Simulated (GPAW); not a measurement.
# SnO (Pmn2_1) in GPAW: settings compared, part 2 of 2

GPAW 26.7.0. The steps go on from the part before.

**3. Dielectric tensor, PBEsol**

The input, run.py:

```python
import numpy as np
from ase import Atoms
from ase.dft.bandgap import bandgap
from ase.io import write
from gpaw import GPAW, PW, setup_paths
from gpaw.response.df import DielectricFunction

setup_paths.insert(0, '.')

atoms = Atoms(['Sn', 'Sn', 'O', 'O'],
              cell=[[3.355005, 0.0, 0.0],
                    [0.0, 5.674104, 0.0],
                    [0.0, 0.0, 4.22197]],
              scaled_positions=[[0.5, 0.768091, 0.013144],
                                [0.0, 0.231909, 0.513144],
                                [0.5, 0.10875, 0.236857],
                                [0.0, 0.89125, 0.736857]],
              pbc=True)

calc = GPAW(mode=PW(600),
            xc='PBEsol',
            kpts={'size': (6, 4, 5), 'gamma': True},
            occupations={'name': 'fermi-dirac', 'width': 0.001},
            nbands=33,
            convergence={'density': 1e-06},
            maxiter=150,
            txt='gpaw.txt')
atoms.calc = calc
energy = atoms.get_potential_energy()
calc.write('gs.gpw')
write('result.traj', atoms)
print(f'Energy: {energy:.6f} eV')
print('Fermi level:', round(calc.get_fermi_level(), 4), 'eV')
print(f'Gap: {bandgap(calc)[0]:.4f} eV, direct: {bandgap(calc, direct=True)[0]:.4f} eV')

for size in [(6, 4, 5), (9, 5, 7)]:
    name = 'x'.join(str(n) for n in size)
    dense = calc.fixed_density(kpts={'size': size, 'gamma': True},
                               nbands=66, convergence={'bands': 60, 'eigenstates': 1e-7},
                               update_fermi_level=True, txt=f'dense-{name}.txt')
    dense.write(f'{name}.gpw', mode='all')
    df = DielectricFunction(f'{name}.gpw', frequencies=np.array([0.0]), hilbert=False, eta=0.001,
                            ecut=80, nbands=60, intraband=False, txt=f'df-{name}.txt')
    for xc in ['RPA', 'ALDA_X', 'LR0.1']:
        for direction in ['x', 'y', 'z', [0, 1, 1], [1, 0, 1], [1, 1, 0]]:
            e0, e = df.get_macroscopic_dielectric_constant(xc=xc, direction=direction)
            print(f'{name} {xc} {direction}: {e0:.4f} without, {e:.4f} with local fields')
```

Potentials or basis: PAW data sets generated in the run's folder for this functional, pw.

Launch:

```bash
> gpaw-setup -f PBEsol O Sn
> OMP_NUM_THREADS=1 python run.py
```

gpaw.txt:

```text
__  _  _
 | _ |_)|_||  |
 |__||  | ||/\| - 26.7.0

Input parameters:
  mode=PW(ecut=600.0),
  convergence={'density': 1e-06},
  kpts=MonkhorstPack(size=(6, 4, 5), gamma=True),
  maxiter=150,
  nbands=33,
  occupations=Occupations(name='fermi-dirac', width=0.001),
  xc=XC(name='PBEsol')

Diagonalizing LCAO Hamiltonian
Converting LCAO to pw mode
    .-------.
   /|       |
  / O       |
 *  |       |
 |  |       |
 |Sn.-------.
 | / O Sn  /
 |/       /
 *-------*

Atoms  # Å, Bohr magnetons
|   | symbol |        x |        y |        z |    initial magnetic moments |
|---|--------|----------|----------|----------|-----------------------------|
| 0 |     Sn | 1.677502 | 4.358228 | 0.055494 | ( 0.0000,  0.0000,  0.0000) |
| 1 |     Sn | 0.000000 | 1.315876 | 2.166479 | ( 0.0000,  0.0000,  0.0000) |
| 2 |      O | 1.677502 | 0.617059 | 1.000003 | ( 0.0000,  0.0000,  0.0000) |
| 3 |      O | 0.000000 | 5.057045 | 3.110988 | ( 0.0000,  0.0000,  0.0000) |

Unit cell  # Å
| periodic |        x |        y |        z |  lengths |    angles |
|----------|----------|----------|----------|----------|-----------|
|      yes | 3.355005 | 0.000000 | 0.000000 | 3.355005 | 90.000000 |
|      yes | 0.000000 | 5.674104 | 0.000000 | 5.674104 | 90.000000 |
|      yes | 0.000000 | 0.000000 | 4.221970 | 4.221970 | 90.000000 |

Number of symmetries: 2
Symmetry operations  # r_c * U_cc + t_c -> r_c
|   | kind |            matrix            |
|---|------|------------------------------|
| 0 |  E   |  1, 0, 0,  0, 1, 0,  0, 0, 1 |
| 1 |  σ   | -1, 0, 0,  0, 1, 0,  0, 0, 1 |

BZ-sampling:
  Number of BZ points: 120
  Number of IBZ points: 44

  Monkhorst-Pack size: [6, 4, 5]
  Monkhorst-Pack shift: [0.08333333333333333, 0.125, 0.0]

K-points  # in reciprocal-cell coordinates
|     |                                coordinates |     weight |
|-----|--------------------------------------------|------------|
|   0 | (  0.00000000,   0.00000000,   0.00000000) | 0.00833333 |
|   1 | (  0.00000000,   0.00000000,   0.20000000) | 0.01666667 |
|   2 | (  0.00000000,   0.00000000,   0.40000000) | 0.01666667 |
|   3 | (  0.00000000,   0.25000000,  -0.40000000) | 0.01666667 |
|   4 | (  0.00000000,   0.25000000,  -0.20000000) | 0.01666667 |
|   5 | (  0.00000000,   0.25000000,   0.00000000) | 0.01666667 |
|   6 | (  0.00000000,   0.25000000,   0.20000000) | 0.01666667 |
|   7 | (  0.00000000,   0.25000000,   0.40000000) | 0.01666667 |
|   8 | (  0.00000000,   0.50000000,   0.00000000) | 0.00833333 |
|   9 | (  0.00000000,   0.50000000,   0.20000000) | 0.01666667 |
| ... |                                            |            |
|  43 | (  0.50000000,   0.50000000,   0.40000000) | 0.01666667 |

Plane wave coefficients: 2719
Cutoff: 600.0 eV

Spin-components: 1 (collinear spins)
Bands:           33
Projectors:      22
Spin-degeneracy: 2
Datatype:        complex128

Parallelization:
  kpt:    1
  domain: 1
  band:   1

Density:
  Valence electrons: 40.0
  Components: 1
  Grid points: [20 35 24]
  Charge: 0.0  # |e|

Potential:
  Grid points: [20 35 24]

species:
  Sn:
    name:    Tin
    Z:       50.0
    valence: 14
    core:    36
    charge:  0.0  # [|e|]
    compensation charges:
      type: gauss
      rc: 0.38  # [Å]
      lmax: 2
    cutoffs:
      filter: 2.23  # [Å]
      core: 2.35  # [Å]
    projectors
    | kind |    occ | energy [eV] | rcut [Å] |
    |------|--------|-------------|----------|
    |   5s |  2.000 |     -10.584 |    1.201 |
    |   5p |  2.000 |      -3.711 |    1.270 |
    |   4d | 10.000 |     -25.798 |    1.185 |
    |    s |        |      16.628 |    1.201 |
    |    p |        |      23.501 |    1.270 |
    |    d |        |       1.413 |    1.185 |

    Using partial waves for Sn as LCAO basis

  O:
    name:    Oxygen
    Z:       8.0
    valence: 6
    core:    2
    charge:  0.0  # [|e|]
    compensation charges:
      type: gauss
      rc: 0.21  # [Å]
      lmax: 2
    cutoffs:
      filter: 1.17  # [Å]
      core: 0.83  # [Å]
    projectors
    | kind |    occ | energy [eV] | rcut [Å] |
    |------|--------|-------------|----------|
    |   2s |  2.000 |     -23.808 |    0.688 |
    |   2p |  4.000 |      -8.972 |    0.598 |
    |    s |        |       3.404 |    0.688 |
    |    p |        |      18.239 |    0.598 |
    |    d |        |       0.000 |    0.619 |

    Using partial waves for O as LCAO basis

Reference energy: -339939.740564  # eV

eigensolver:
  PPCG
  Converge bands: occupied
  niter=2

density mixing:
  MSR1-Mixer
  Pratt-step length: 0.05
  Maximum mixing coefficient: 0.75
  Old densities: 10
  SVD Regularization: 0.005
  Good broyden scale: 1.0
  Trust region scale: 1.0
  Backstep threshold: 4.0
  History deletion threshold: 6.0
  Fourier metric: weight=20.0, sigma=0.015

occupation numbers:
  Fermi-Dirac:
    width: 0.0010  # eV

poisson solver:
  ecut: 4800.0  # eV

xc functional:
  name: PBEsol with 2 nearest neighbor stencil

convergence criteria:
- Maximum integral of absolute [dens]ity change: 1e-06 electrons / valence electron
- Maximum [total energy] change in last 3 cyles: 0.0005 eV / valence electron
- Maximum integral of absolute [eigenst]ate change: 4e-08 eV^2 / valence electron
maximum number of iterations: 150

SCF iterations
|iter     | |      energy | eigst |  dens |
|---------|-|-------------|-------|-------|
|iter:   1| |  -27.822301 | +0.03 |       |
|iter:   2| |  -26.772523 | -1.50 | -1.01 |
|iter:   3| |  -24.586979 | -1.04 | -1.07 |
|iter:   4| |  -24.547072 | -2.88 | -1.55 |
|iter:   5| |  -24.534353 | -3.07 | -1.78 |
|iter:   6| |  -24.534535c| -4.24 | -2.55 |
|iter:   7| |  -24.534632c| -5.29 | -3.11 |
|iter:   8| |  -24.534604c| -5.64 | -3.56 |
|iter:   9| |  -24.534603c| -7.02 | -3.97 |
|iter:  10| |  -24.534603c| -7.68c| -4.52 |
|iter:  11| |  -24.534603c| -8.44c| -5.14 |
|iter:  12| |  -24.534603c| -8.79c| -5.74 |
|iter:  13| |  -24.534603c| -9.22c| -6.59c|

Converged in 13 steps
Energy contributions relative to reference atoms: (reference = -339939.740564)

Energy contributions:
  Kinetic:          25.787049
  Coulomb:         -26.728875
  Zero:              0.064575
  External:          0.000000
  Xc:              -23.657352
  Entropy:          -0.000000
  Spinorbit:         0.000000
  ----------------------------
  Free energy:     -24.534603
  Extrapolated:    -24.534603

dipole moment: (-20.757235, 0.000008, -13.373622)  # |e|*Ang

Fermi level: 4.627
Eigenvalues  # (at kpt = [0.000, 0.000, 0.000])
| band index |      eig [eV] | occ [0-2] |
|------------|---------------|-----------|
|          0 |       -16.742 |     2.000 |
|        ... |               |           |
|         12 |        -3.127 |     2.000 |
|         13 |        -1.386 |     2.000 |
|         14 |         0.151 |     2.000 |
|         15 |         0.558 |     2.000 |
|         16 |         0.888 |     2.000 |
|         17 |         1.747 |     2.000 |
[... 8 lines left out ...]
|         26 |        13.050 |     0.000 |
|         27 |        13.637 |     0.000 |
|        ... |               |           |
|         32 |        19.408 |     0.000 |

Gap: 1.578 eV
Transition (v -> c):
  (s=0, k=0, n=19, [0.00, 0.00, 0.00]) -> (s=0, k=30, n=20, [0.33, 0.50, 0.00])
Direct/indirect transitions are different
Direct gap: 2.320 eV
Transition at: (s=0, k=30, n=19, [0.33, 0.50, 0.00])
# Writing to gs.gpw (mode='')
```

stdout:

```text
Energy: -24.534603 eV
Fermi level: 4.6271 eV
Gap: 1.5775 eV, direct: 2.3200 eV
6x4x5 RPA x: 8.2659 without, 7.2967 with local fields
6x4x5 RPA y: 6.9048 without, 6.4075 with local fields
6x4x5 RPA z: 6.5935 without, 5.6286 with local fields
[... 22 lines left out ...]
9x5x7 ALDA_X y: 6.9390 without, 6.6686 with local fields
9x5x7 ALDA_X z: 6.6091 without, 5.9310 with local fields
9x5x7 ALDA_X [0, 1, 1]: 6.7741 without, 6.2998 with local fields
9x5x7 ALDA_X [1, 0, 1]: 7.5616 without, 6.9268 with local fields
9x5x7 ALDA_X [1, 1, 0]: 7.7265 without, 7.2956 with local fields
9x5x7 LR0.1 x: 8.5140 without, 7.8812 with local fields
9x5x7 LR0.1 y: 6.9390 without, 6.6894 with local fields
9x5x7 LR0.1 z: 6.6091 without, 5.8243 with local fields
9x5x7 LR0.1 [0, 1, 1]: 6.7741 without, 6.2554 with local fields
9x5x7 LR0.1 [1, 0, 1]: 7.5616 without, 6.8447 with local fields
9x5x7 LR0.1 [1, 1, 0]: 7.7265 without, 7.2826 with local fields
```

df-6x4x5.txt:

```text
FrequencyGridDescriptor(from 0.000 to 0.000 eV, 1 points)
FrequencyGridDescriptor(from 0.000 to 0.000 eV, 1 points)

Calculating chi0 body with:
    Ground state adapter containing:
    Number of spins: 1
    Number of kpoints: 120
    Number of irreducible kpoints: 44
    Number of completely occupied states: 20
    Number of partially occupied states: 20

    Linear response parametrization:
[... 375 lines left out ...]
      (4,2)   0.00000028  0.00000001  yes
      (4,3)   0.00000000  0.00000000  yes
      (4,4)   0.00000014  0.00000000  yes
      In total: 0.9999999929418596 of the surface norm square is covered on average
      In total: 0.9999999929418596 of the surface norm square could be covered on average

Finished calculating f(G)
Calculating LR kernel with alpha = 0.1
Calculating LR kernel with alpha = 0.1
Calculating LR kernel with alpha = 0.1
Calculating LR kernel with alpha = 0.1
Calculating LR kernel with alpha = 0.1
Calculating LR kernel with alpha = 0.1
```

Run time: 13 min. Hardware: 1 thread of Arm Neoverse V1, shared host; peak memory 1.8 GiB.

Results:

| Property | Result |
| --- | --- |
| Free energy | -24.5346 eV |
| Band gap on the k mesh | 1.58 eV, indirect (least direct gap 2.32 eV) |
| Electronic dielectric tensor (diagonal) | 7.52, 6.44, 5.64 |

Electronic dielectric tensor:
```
7.52 0.00 0.00
0.00 6.44 0.00
0.00 0.00 5.64
```

Caveat: the long-wavelength limit can be off by a per cent or two; spin-orbit coupling is left out, which moves the levels of the heavy elements; an odd mesh through Γ misses points on the zone boundary, where band edges often lie. PBEsol gaps usually lie below the measured ones, often by a third to a half.
